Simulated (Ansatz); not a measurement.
# MgO: energy along a strain

MgO, Fm-3m, a = 4.270 Å (as given, not relaxed at this level: -5.8 GPa). Ansatz: PBEsol, PAW, 420 eV, Γ-centred 10×10×10 mesh on 2 atoms, Gaussian smearing 0.05 eV; no spin polarisation. Cell vectors (Å): 0.000 2.135 2.135; 2.135 0.000 2.135; 2.135 2.135 0.000. The cell is strained by x per cent times the pattern (1 0 0 0 0 0) in the order xx yy zz yz xz xy (engineering shears), with fractional coordinates held. y is the free energy over the start, V0 = 9.734 Å³/atom.

| x (%) | y (meV/atom) |
| --- | --- |
| -6.00 | ? |
| -4.50 | 2.28 |
| -3.00 | -3.02 |
| -1.50 | -3.48 |
| 0.00 | 0.00 |
| 1.50 | 6.77 |
| 3.00 | 16.22 |
| 4.50 | 27.82 |
| 5.25 | 34.31 |
| 6.00 | 41.18 |

Problem. Fit y = c1 x + c2 x² + c3 x³ to the other rows, get the stiffness along the pattern, and predict the missing energy.

Solution. Least squares on the rows shown. y = 3.4545 x + 0.74331 x² − 0.029557 x³. The clamped-ion stiffness p·C·p = 2 × 7.433 eV × 160.2 / 9.734 Å³ = 245 GPa, which is C11 in these axes (second derivative at the start, which stands under stress). At x = -6.00 the fit asked for gives 12.42 meV/atom. The run gave 13.39 meV/atom, so the fit is 0.97 meV/atom too low, 2.2 % of the span of the series, against an rms of 0.08 meV/atom on the fitted rows. The row lies outside the fitted range. With a term in x⁴ added, a fit to the same known rows predicts 13.27 meV/atom, so most of the miss is curvature that the known rows already hold.